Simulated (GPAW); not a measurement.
# ZrC (Fm-3m) in GPAW: single point with PBE

Aim: the single point of ZrC with PBE.

Program: GPAW 26.7.0. These are calculated values, not measurements. Logs are shortened: lines on timing, memory, paths and dates and some standing lists are left out, and cuts for length are marked. The log counts tension as positive stress, the text compression.

## (1) The structure

It takes space group Fm-3m (No. 225, cubic). The conventional cell has a = 4.730 Å, b = 4.730 Å, c = 4.730 Å, α = 90.00°, β = 90.00°, γ = 90.00°. Zr (site symmetry m-3m) is surrounded by 6 C at 2.37 Å. C (site symmetry m-3m) has 6 Zr at 2.37 Å as nearest neighbours.

## (2) Single point, PBE

Contents of run.py:

```python
from ase.dft.bandgap import bandgap
from ase.io import write
from ase.spacegroup import crystal
from ase.units import GPa
from gpaw import GPAW, PW

# Zr 4b
# C 4a
atoms = crystal(['Zr', 'C'],
                basis=[[0.5, 0.0, 0.0],
                       [0.0, 0.0, 0.0]],
                spacegroup=225, setting=1,  # Fm-3m
                cellpar=[4.73, 4.73, 4.73, 90.0, 90.0, 90.0],
                primitive_cell=True)

calc = GPAW(mode=PW(900),
            xc='PBE',
            kpts={'size': (8, 8, 8), 'gamma': True},
            occupations={'name': 'fermi-dirac', 'width': 0.05},
            nbands=18,
            convergence={'density': 1e-05, 'energy': 1e-05},
            maxiter=75,
            txt='gpaw.txt')
atoms.calc = calc
energy = atoms.get_potential_energy()
forces = atoms.get_forces()
stress = atoms.get_stress()
calc.write('gs.gpw')
write('result.traj', atoms)
print(f'Energy: {energy:.6f} eV')
print('Forces (eV/A):')
print(forces.round(4))
print('Stress (GPa):', (stress / GPa).round(3))
print('Fermi level:', round(calc.get_fermi_level(), 4), 'eV')
print(f'Gap: {bandgap(calc)[0]:.4f} eV, direct: {bandgap(calc, direct=True)[0]:.4f} eV')
```

Potentials or basis: GPAW PAW data sets (gpaw-data 1.2.1), pw.

Run with:

```console
$ OMP_NUM_THREADS=1 python run.py
```

gpaw.txt:

```text
__  _  _
 | _ |_)|_||  |
 |__||  | ||/\| - 26.7.0

Input parameters:
  mode=PW(ecut=900.0000000000001),
  convergence={'density': 1e-05, 'energy': 1e-05},
  kpts=MonkhorstPack(size=(8, 8, 8), gamma=True),
  maxiter=75,
  nbands=18,
  occupations=Occupations(name='fermi-dirac', width=0.05),
  xc=XC(name='PBE')

Diagonalizing LCAO Hamiltonian
Converting LCAO to pw mode

               Zr

       C

Atoms  # Å, Bohr magnetons
|   | symbol |        x |        y |        z |    initial magnetic moments |
|---|--------|----------|----------|----------|-----------------------------|
| 0 |     Zr | 2.365000 | 2.365000 | 2.365000 | ( 0.0000,  0.0000,  0.0000) |
| 1 |      C | 0.000000 | 0.000000 | 0.000000 | ( 0.0000,  0.0000,  0.0000) |

Unit cell  # Å
| periodic |        x |        y |        z |  lengths |    angles |
|----------|----------|----------|----------|----------|-----------|
|      yes | 0.000000 | 2.365000 | 2.365000 | 3.344615 | 60.000000 |
|      yes | 2.365000 | 0.000000 | 2.365000 | 3.344615 | 60.000000 |
|      yes | 2.365000 | 2.365000 | 0.000000 | 3.344615 | 60.000000 |

Number of symmetries: 48
Symmetry operations  # r_c * U_cc + t_c -> r_c
|    | kind |            matrix            |
|----|------|------------------------------|
|  0 |  σ   |  1, 0, 0,  1, 0,-1,  1,-1, 0 |
|  1 |  C2  |  1, 0, 0,  1,-1, 0,  1, 0,-1 |
|  2 |  E   |  1, 0, 0,  0, 1, 0,  0, 0, 1 |
|  3 |  σ   |  1, 0, 0,  0, 0, 1,  0, 1, 0 |
|  4 |  C4  |  1, 0,-1,  1, 0, 0,  1,-1, 0 |
|  5 |  S6  |  1, 0,-1,  1,-1, 0,  1, 0, 0 |
|  6 |  σ   |  1, 0,-1,  0, 1,-1,  0, 0,-1 |
|  7 |  C3  |  1, 0,-1,  0, 0,-1,  0, 1,-1 |
|  8 |  S6  |  1,-1, 0,  1, 0, 0,  1, 0,-1 |
|  9 |  C4  |  1,-1, 0,  1, 0,-1,  1, 0, 0 |
| 10 |  C3  |  1,-1, 0,  0,-1, 1,  0,-1, 0 |
| 11 |  σ   |  1,-1, 0,  0,-1, 0,  0,-1, 1 |
| 12 |  σ   |  0, 1, 0,  1, 0, 0,  0, 0, 1 |
| 13 |  C4  |  0, 1, 0,  0, 1,-1, -1, 1, 0 |
| 14 |  C3  |  0, 1, 0,  0, 0, 1,  1, 0, 0 |
| 15 |  S6  |  0, 1, 0, -1, 1, 0,  0, 1,-1 |
| 16 |  C2  |  0, 1,-1,  1, 0,-1,  0, 0,-1 |
| 17 |  σ   |  0, 1,-1,  0, 1, 0, -1, 1, 0 |
| 18 |  S4  |  0, 1,-1,  0, 0,-1,  1, 0,-1 |
| 19 |  C4  |  0, 1,-1, -1, 1, 0,  0, 1, 0 |
| 20 |  C3  |  0, 0, 1,  1, 0, 0,  0, 1, 0 |
| 21 |  σ   |  0, 0, 1,  0, 1, 0,  1, 0, 0 |
| 22 |  S6  |  0, 0, 1,  0,-1, 1, -1, 0, 1 |
| 23 |  C4  |  0, 0, 1, -1, 0, 1,  0,-1, 1 |
| 24 |  S4  |  0, 0,-1,  1, 0,-1,  0, 1,-1 |
| 25 |  C3  |  0, 0,-1,  0, 1,-1,  1, 0,-1 |
| 26 |  C2  |  0, 0,-1,  0,-1, 0, -1, 0, 0 |
| 27 |  S6  |  0, 0,-1, -1, 0, 0,  0,-1, 0 |
| 28 |  S4  |  0,-1, 1,  1,-1, 0,  0,-1, 0 |
| 29 |  C4  |  0,-1, 1,  0, 0, 1, -1, 0, 1 |
| 30 |  C2  |  0,-1, 1,  0,-1, 0,  1,-1, 0 |
| 31 |  σ   |  0,-1, 1, -1, 0, 1,  0, 0, 1 |
| 32 |  C3  |  0,-1, 0,  1,-1, 0,  0,-1, 1 |
| 33 |  S6  |  0,-1, 0,  0, 0,-1, -1, 0, 0 |
| 34 |  S4  |  0,-1, 0,  0,-1, 1,  1,-1, 0 |
| 35 |  C2  |  0,-1, 0, -1, 0, 0,  0, 0,-1 |
| 36 |  C2  | -1, 1, 0,  0, 1, 0,  0, 1,-1 |
| 37 |  S6  | -1, 1, 0,  0, 1,-1,  0, 1, 0 |
| 38 |  S4  | -1, 1, 0, -1, 0, 1, -1, 0, 0 |
| 39 |  C3  | -1, 1, 0, -1, 0, 0, -1, 0, 1 |
| 40 |  S6  | -1, 0, 1,  0, 0, 1,  0,-1, 1 |
| 41 |  C2  | -1, 0, 1,  0,-1, 1,  0, 0, 1 |
| 42 |  C3  | -1, 0, 1, -1, 1, 0, -1, 0, 0 |
| 43 |  S4  | -1, 0, 1, -1, 0, 0, -1, 1, 0 |
| 44 |  C2  | -1, 0, 0,  0, 0,-1,  0,-1, 0 |
| 45 |  i   | -1, 0, 0,  0,-1, 0,  0, 0,-1 |
[... 69 lines left out ...]
    |   5p |  0.000 |      -1.470 |    1.334 |
    |   4d |  2.000 |      -3.600 |    1.244 |
    |    d |        |      23.611 |    1.244 |

    Using partial waves for Zr as LCAO basis

  C:
    name:    Carbon
    Z:       6.0
    valence: 4
    core:    2
    charge:  0.0  # [|e|]
    compensation charges:
      type: gauss
      rc: 0.20  # [Å]
      lmax: 2
    cutoffs:
      filter: 1.14  # [Å]
      core: 1.14  # [Å]
    projectors
    | kind |    occ | energy [eV] | rcut [Å] |
    |------|--------|-------------|----------|
    |   2s |  2.000 |     -13.751 |    0.635 |
    |   2p |  2.000 |      -5.284 |    0.635 |
    |    s |        |      13.461 |    0.635 |
    |    p |        |      21.927 |    0.635 |
    |    d |        |       0.000 |    0.635 |

    Using partial waves for C as LCAO basis

Reference energy: -98921.199351  # eV

eigensolver:
  PPCG
  Converge bands: occupied
  niter=2

density mixing:
  MSR1-Mixer
  Pratt-step length: 0.05
  Maximum mixing coefficient: 0.75
  Old densities: 10
  SVD Regularization: 0.005
  Good broyden scale: 1.0
  Trust region scale: 1.0
  Backstep threshold: 4.0
  History deletion threshold: 6.0
  Fourier metric: weight=20.0, sigma=0.015

occupation numbers:
  Fermi-Dirac:
    width: 0.0500  # eV

poisson solver:
  ecut: 7200.000000000001  # eV

xc functional:
  name: PBE with 2 nearest neighbor stencil

convergence criteria:
- Maximum integral of absolute [dens]ity change: 1e-05 electrons / valence electron
- Maximum [total energy] change in last 3 cyles: 1e-05 eV / valence electron
- Maximum integral of absolute [eigenst]ate change: 4e-08 eV^2 / valence electron
maximum number of iterations: 75

SCF iterations
|iter     | |      energy | eigst |  dens |
|---------|-|-------------|-------|-------|
|iter:   1| |  -20.225037 | -0.07 |       |
|iter:   2| |  -19.610771 | -1.76 | -0.80 |
|iter:   3| |  -18.384437 | -1.15 | -0.88 |
|iter:   4| |  -18.391679 | -3.03 | -1.59 |
|iter:   5| |  -18.398377 | -3.04 | -1.78 |
|iter:   6| |  -18.398321 | -4.94 | -3.05 |
|iter:   7| |  -18.398321c| -6.31 | -3.67 |
|iter:   8| |  -18.398321c| -7.18 | -4.07 |
|iter:   9| |  -18.398321c| -8.44c| -5.33c|

Converged in 9 steps
Energy contributions relative to reference atoms: (reference = -98921.199351)

Energy contributions:
  Kinetic:          11.113474
  Coulomb:         -13.645503
  Zero:              0.352124
  External:          0.000000
  Xc:              -16.216970
  Entropy:          -0.002893
  Spinorbit:         0.000000
  ----------------------------
  Free energy:     -18.399768
  Extrapolated:    -18.398321

dipole moment: (-9.411770, -9.411770, -9.411770)  # |e|*Ang

Fermi level: 10.186
Eigenvalues  # (at kpt = [0.000, 0.000, 0.000])
| band index |      eig [eV] | occ [0-2] |
|------------|---------------|-----------|
|          0 |       -37.950 |     2.000 |
|          1 |       -15.683 |     2.000 |
|          2 |       -15.683 |     2.000 |
|          3 |       -15.683 |     2.000 |
|          4 |        -1.010 |     2.000 |
|          5 |        11.163 |     0.000 |
|          6 |        11.163 |     0.000 |
|          7 |        11.163 |     0.000 |
|          8 |        11.319 |     0.000 |
|          9 |        11.319 |     0.000 |
|         10 |        11.319 |     0.000 |
|         11 |        12.991 |     0.000 |
|         12 |        12.991 |     0.000 |
|        ... |               |           |
|         17 |        32.262 |     0.000 |

No gap
No difference between direct/indirect transitions

Forces  # eV/Ang
|        x |        y |        z |
|----------|----------|----------|
| -0.00000 | -0.00000 | -0.00000 |  # Zr   0
|  0.00000 | -0.00000 |  0.00000 |  # C    1

Stress tensor  # eV/Ang^3
|         x |         y |         z |
|-----------|-----------|-----------|
|  0.023948 | -0.000000 | -0.000000 |
| -0.000000 |  0.023948 |  0.000000 |
| -0.000000 |  0.000000 |  0.023948 |

# Writing to gs.gpw (mode='')
```

Run time: 18 s. Hardware: 1 thread of Arm Neoverse V1, shared host; peak memory 0.17 GiB.

What came out:

```yaml
Free_energy: -18.3998 eV
Pressure: -3.8 GPa
Band_gap_on_the_k_mesh: none (metal or under the smearing width)
```
